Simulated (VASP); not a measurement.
# ZnO (P6_3mc) in VASP: settings compared, part 2 of 2

VASP 6.6.1. The steps go on from the part before.

**3. Relaxation of cell and atoms, rev-vdW-DF2**

This run uses another cell than the first one, of 11.90 Å³/atom, 1.043 times its volume.

Contents of INCAR:

```
  AGGAC = 0.0
  ALGO = Normal
  EDIFF = 1E-6
  EDIFFG = -0.01
  ENCUT = 600
  GGA = MK
  IBRION = 2
  ISIF = 3
  ISMEAR = 0
  LASPH = T
  LCHARG = F
  LREAL = F
  LUSE_VDW = T
  LWAVE = F
  NELM = 80
  NSW = 90
  PARAM1 = 0.1234
  PARAM2 = 0.711357
  PREC = Accurate
  SIGMA = 0.03
  ZAB_VDW = -1.8867
```

Contents of KPOINTS:

```
k-points
0
Gamma
  9 9 5
```

Contents of POSCAR:

```
ZnO
1.0
    3.2493080000      0.0000000000      0.0000000000
   -1.6246540000      2.8139832700      0.0000000000
    0.0000000000      0.0000000000      5.2057090000
Zn O
2 2
Direct
    0.3333333300      0.6666666700      0.5000000000
    0.6666666700      0.3333333300      0.0000000000
    0.6666666700      0.3333333300      0.3790100000
    0.3333333300      0.6666666700      0.8790100000
```

Potentials or basis: VASP PAW PBE potentials, release 64 (Zn, O).

Command:

```bash
cat potpaw_PBE.64/Zn/POTCAR potpaw_PBE.64/O/POTCAR > POTCAR
mpirun -np 1 vasp_std > vasp.out
```

OUTCAR:

```text
EDIFF = 1E-6
   EDIFFG = -0.01
   ENCUT = 600
   GGA = MK
   IBRION = 2
   ISIF = 3
   ISMEAR = 0
   LASPH = T
   LREAL = F
   NELM = 80
   NSW = 90
   PREC = Accurate

 ion  position               nearest neighbor table
   1  0.333  0.667  0.500-   4 1.97   3 1.98   3 1.98   3 1.98
   2  0.667  0.333  0.000-   3 1.97   4 1.98   4 1.98   4 1.98
   3  0.667  0.333  0.379-   2 1.97   1 1.98   1 1.98   1 1.98
   4  0.333  0.667  0.879-   1 1.97   2 1.98   2 1.98   2 1.98

  LATTYP: Found a hexagonal cell.
 ALAT       =     3.2493080000
 C/A-ratio  =     1.6020977390

  Lattice vectors:

 A1 = (   3.2493080000,   0.0000000000,   0.0000000000)
 A2 = (  -1.6246540000,   2.8139832700,   0.0000000000)
 A3 = (   0.0000000000,   0.0000000000,   5.2057090000)

Analysis of symmetry for initial positions (statically):
=====================================================================
 Subroutine PRICEL returns:
 Original cell was already a primitive cell.

 Routine SETGRP: Setting up the symmetry group for a
 hexagonal supercell.

 Subroutine GETGRP returns: Found 12 space group operations
 (whereof  6 operations were pure point group operations)
 out of a pool of 24 trial point group operations.

The static configuration has the point symmetry C_3v.
 The point group associated with its full space group is C_6v.

Analysis of symmetry for dynamics (positions and initial velocities):
=====================================================================
 Subroutine PRICEL returns:
 Original cell was already a primitive cell.

 Routine SETGRP: Setting up the symmetry group for a
 hexagonal supercell.

 Subroutine GETGRP returns: Found 12 space group operations
 (whereof  6 operations were pure point group operations)
 out of a pool of 24 trial point group operations.

The dynamic configuration has the point symmetry C_3v.
 The point group associated with its full space group is C_6v.
[... 142 lines left out ...]
 NGX is ok and might be reduce to    28
   NGX = 13   NGY = 13   NGZ = 21

--------------------------------------- Ionic step        1  -------------------------------------------

 number of electron      36.0000008 magnetization

 Free energy of the ion-electron system (eV)
  ---------------------------------------------------
  ext. energy  EPLUGINS =         0.00000000
  ---------------------------------------------------
  free energy    TOTEN  =        -9.88904854 eV

  energy without entropy =       -9.88904854  energy(sigma->0) =       -9.88904854

------------------------ aborting loop because EDIFF is reached ----------------------------------------

  FORCE on cell =-STRESS in cart. coord.  units (eV):
  Direction    XX          YY          ZZ          XY          YZ          ZX
  --------------------------------------------------------------------------------------
  -------------------------------------------------------------------------------------
  Total        0.5685107      0.5685107      1.1344204      0.0000000     -0.0000000      0.0000000
  in kB       19.1362562     19.1362562     38.1849605      0.0000000     -0.0000000      0.0000000
  external PRESSURE =      25.4858243 kB  Pullay stress =       0.0000000 kB
[... 103 lines left out ...]
  energy  without entropy=       -9.8975427340  energy(sigma->0) =       -9.89754273

Total vdW correction in eV:      6.7726275

[... ionic steps 4 to 7 ...]

--------------------------------------- Ionic step        8  -------------------------------------------

 number of electron      36.0000013 magnetization

------------------------ aborting loop because EDIFF is reached ----------------------------------------
[... 75 lines left out ...]
--------------------------------------- Ionic step       10  -------------------------------------------

 number of electron      36.0000013 magnetization

 Free energy of the ion-electron system (eV)
  ---------------------------------------------------
  ext. energy  EPLUGINS =         0.00000000
  ---------------------------------------------------
  free energy    TOTEN  =        -9.89776946 eV

  energy without entropy =       -9.89776946  energy(sigma->0) =       -9.89776946

 E-fermi :   1.0307     XC(G=0): -10.9831

 val. band max:        0.8574482937   @ k =   0.0000   0.0000   0.0000
 cond. band min:       1.6086436070   @ k =   0.0000   0.0000   0.0000
 fundamental gap:      0.7511953132
 Fermi energy:         1.0307101659

 k-point     1 :       0.0000    0.0000    0.0000
  band No.  band energies     occupation
      1     -16.9753      2.00000
      2     -16.2738      2.00000
      3      -4.7766      2.00000
      4      -4.7766      2.00000
      5      -4.7457      2.00000
      6      -4.6561      2.00000
[... 589 lines left out ...]
     21       8.5495      0.00000
     22       8.9278      0.00000

 [... further k-points ...]

------------------------ aborting loop because EDIFF is reached ----------------------------------------

  FORCE on cell =-STRESS in cart. coord.  units (eV):
  Direction    XX          YY          ZZ          XY          YZ          ZX
  --------------------------------------------------------------------------------------
  -------------------------------------------------------------------------------------
  Total       -0.0093908     -0.0093908     -0.0029666      0.0000000      0.0000000      0.0000000
  in kB       -0.3103513     -0.3103513     -0.0980416      0.0000000      0.0000000      0.0000000
  external PRESSURE =      -0.2395814 kB  Pullay stress =       0.0000000 kB
[... 23 lines left out ...]
  energy  without entropy=       -9.8977694646  energy(sigma->0) =       -9.89776946

Total vdW correction in eV:      6.7712812

 reached required accuracy - stopping structural energy minimisation
```

Wall time 4.6 min (1 thread of Intel Xeon 6975P-C (Granite Rapids), shared host); peak memory 0.41 GiB.

What came out:

- Free energy: -9.8978 eV
- Relaxed volume: 12.12 Å³/atom
- Relaxed cell: a = 3.259 Å, b = 3.259 Å, c = 5.270 Å, α = 90.00°, β = 90.00°, γ = 120.00°
- Space group after relaxing (to 0.05 Å): P6_3mc (No. 186)
- Energy gained by relaxing: 2.2 meV/atom
- Ionic steps: 10
- Pressure after relaxing: 0.0 GPa
- Band gap on the k mesh: 0.75 eV, direct

The path:
| step | energy change (eV) | largest force (eV/Å) | pressure (GPa) | volume (Å³) |
| --- | --- | --- | --- | --- |
| 1 | 0.0000 | 0.0671 | 2.55 | 47.60 |
| 2 | -0.0069 | 0.0364 | -1.09 | 48.91 |
| 3 | -0.0085 | 0.0105 | -0.13 | 48.52 |
| 4 | -0.0085 | 0.0082 | -0.05 | 48.49 |
| 5 | -0.0086 | 0.0154 | 0.05 | 48.47 |
| 6 | -0.0086 | 0.0222 | 0.10 | 48.45 |
| 7 | -0.0087 | 0.0172 | 0.08 | 48.47 |
| 8 | -0.0087 | 0.0055 | -0.12 | 48.52 |
| 9 | -0.0087 | 0.0071 | -0.09 | 48.51 |
| 10 | -0.0087 | 0.0016 | -0.02 | 48.48 |

Final structure:
```
Zn O
1.0
     3.25908    0.00000    0.00000
    -1.62954    2.82245    0.00000
     0.00000    0.00000    5.27033
Zn O
2 2
Cartesian
  0.0000 1.8816 2.6369
  1.6295 0.9408 0.0017
  1.6295 0.9408 1.9958
  0.0000 1.8816 4.6310
```

Levels at points of the mesh, in eV from the valence-band top:
```csv
k point,band 16,band 17,band 18,band 19,band 20,band 21
"(0.00, 0.00, 0.00)",-0.08,0.00,0.00,0.75,5.13,8.10
```

Caveat: the PAW data sets were made with another functional, which shifts forces and pressure a little.

**4. Relaxation of cell and atoms, rev-vdW-DF2**

This run uses another cell than the first one, of 12.12 Å³/atom, 1.063 times its volume.

Edit INCAR of step 3 so:

```diff
@@ -2,4 +2,4 @@
   ALGO = Normal
-  EDIFF = 1E-6
-  EDIFFG = -0.01
+  EDIFF = 1E-7
+  EDIFFG = -0.005
   ENCUT = 600
```

KPOINTS is that of step 3.

Contents of POSCAR:

```
ZnO                                     
1.0
    3.2590802964     -0.0000000000     -0.0000000000
   -1.6295401482      2.8224463269      0.0000000000
    0.0000000000      0.0000000000      5.2703273044
  Zn              O             
     2     2
Direct
     0.3333333300000021    0.6666666699999979    0.5003243411994375
     0.6666666699999979    0.3333333300000021    0.0003243411994374
     0.6666666699999979    0.3333333300000021    0.3786856588005635
     0.3333333300000021    0.6666666699999979    0.8786856588005635
```

Command:

```bash
cat potpaw_PBE.64/Zn/POTCAR potpaw_PBE.64/O/POTCAR > POTCAR
mpirun -np 1 vasp_std > vasp.out
```

Run time: 55 s. Hardware: 1 thread of Intel Xeon 6975P-C (Granite Rapids), shared host; peak memory 0.4 GiB.

The run converged. Its results:

```yaml
Free_energy: -9.8995 eV
Pressure_after_relaxing: 0.0 GPa
Band_gap_on_the_k_mesh: 0.75 eV, direct
```

Final structure:
```xyz
4
Lattice="3.2591 0.0000 0.0000 -1.6295 2.8224 0.0000 0.0000 0.0000 5.2703" Properties=species:S:1:pos:R:3 pbc="T T T"
Zn    0.0000    1.8816    2.6369
Zn    1.6295    0.9408    0.0017
O     1.6295    0.9408    1.9958
O     0.0000    1.8816    4.6310
```

Levels at points of the mesh, in eV from the valence-band top:
```tsv
k point	band 14	band 15	band 16	band 17	band 18	band 19	band 20	band 21	band 22
(0.00, 0.00, 0.00)	-0.77	-0.77	-0.08	0.00	0.00	0.75	5.13	8.10	12.77
```

Caveat: the relaxation stopped at its first step, so nothing moved; the PAW data sets were made with another functional, which shifts forces and pressure a little.

**5. Relaxation of cell and atoms, PBE+D3(BJ)**

This run uses another cell than the first one, of 11.90 Å³/atom, 1.043 times its volume.

Contents of INCAR:

```
SYSTEM = ZnO
PREC = Accurate
ENCUT = 600
EDIFF = 1E-6
ISMEAR = 0
SIGMA = 0.03
LREAL = .False.
LASPH = .True.
NELM = 80
ALGO = Normal
ISIF = 3
LWAVE = .False.
LCHARG = .False.
GGA = PE
IVDW = 12
IBRION = 2
NSW = 90
EDIFFG = -0.01
```

Contents of KPOINTS:

```
Automatic mesh
0
Gamma
  9 9 5
  0 0 0
```

Contents of POSCAR:

```
ZnO
1.0
    3.2493080000      0.0000000000      0.0000000000
   -1.6246540000      2.8139832700      0.0000000000
    0.0000000000      0.0000000000      5.2057090000
Zn O
2 2
Direct
    0.3333333300      0.6666666700      0.5000000000
    0.6666666700      0.3333333300      0.0000000000
    0.6666666700      0.3333333300      0.3790100000
    0.3333333300      0.6666666700      0.8790100000
```

Command:

```bash
cat potpaw_PBE.64/Zn/POTCAR potpaw_PBE.64/O/POTCAR > POTCAR
mpirun -np 1 vasp_std > vasp.out
```

It took 1.9 min on 1 thread of Intel Xeon 6975P-C (Granite Rapids), shared host; peak memory 0.21 GiB.

Results (log left out):

```
Free energy                            : -18.7319 eV
Relaxed volume                         : 12.13 Å³/atom
Relaxed cell                           : a = 3.262 Å, b = 3.262 Å, c = 5.265 Å, α = 90.00°, β = 90.00°, γ = 120.00°
Space group after relaxing (to 0.05 Å) : P6_3mc (No. 186)
Energy gained by relaxing              : 2.2 meV/atom
Ionic steps                            : 10
Pressure after relaxing                : 0.0 GPa
Largest force after relaxing           : 0.008 eV/Å
Band gap on the k mesh                 : 0.75 eV, direct
Dispersion energy per atom             : -0.220 eV
```

Forces on the atoms (eV/Å):
```
Zn   0.000  0.000  0.008
Zn   0.000  0.000  0.008
O    0.000  0.000 -0.008
O    0.000  0.000 -0.008
```

The path:
```csv
step,energy change (eV),largest force (eV/Å),pressure (GPa),volume (Å³)
1,0.0000,0.0724,2.75,47.60
2,-0.0064,0.0341,-1.31,49.02
3,-0.0087,0.0023,0.11,48.52
4,-0.0087,0.0053,-0.12,48.57
5,-0.0087,0.0042,-0.18,48.55
6,-0.0088,0.0115,0.15,48.46
7,-0.0088,0.0087,0.10,48.49
8,-0.0088,0.0131,-0.02,48.50
9,-0.0088,0.0163,-0.04,48.51
10,-0.0089,0.0082,0.02,48.50
```

Final structure:
```xyz
4
Lattice="3.2616 0.0000 0.0000 -1.6308 2.8246 0.0000 0.0000 0.0000 5.2647" Properties=species:S:1:pos:R:3 pbc="T T T"
Zn    0.0000    1.8831    2.6318
Zn    1.6308    0.9415    5.2642
O     1.6308    0.9415    1.9959
O     0.0000    1.8831    4.6283
```

Levels at points of the mesh, in eV from the valence-band top:
```tsv
k point	band 15	band 16	band 17	band 18	band 19	band 20	band 21	band 22
(0.00, 0.00, 0.00)	-0.77	-0.08	0.00	0.00	0.75	5.15	8.13	12.81
```

**6. The runs side by side**

| level | potentials or basis | gap on the mesh (eV) | pressure (GPa) |
| --- | --- | --- | --- |
| LDA | VASP PAW LDA potentials, release 64 (Zn, O) | 0.80 | 0.0 |
| rev-vdW-DF2 | VASP PAW PBE potentials, release 64 (Zn, O) | 0.75 | 0.0 |
| PBE+D3(BJ) | VASP PAW PBE potentials, release 64 (Zn, O) | 0.75 | 0.0 |

Alike in all rows: task relaxation of cell and atoms; no spin polarisation; cell relaxed; k mesh 9 × 9 × 5; cutoff (eV) 600; smearing gaussian 0.03 eV.

Caveats: the relaxation stopped at its first step, so nothing moved (some runs); the PAW data sets were made with another functional, which shifts forces and pressure a little (some runs).

Absolute energies hang on the potentials; compare differences alone.
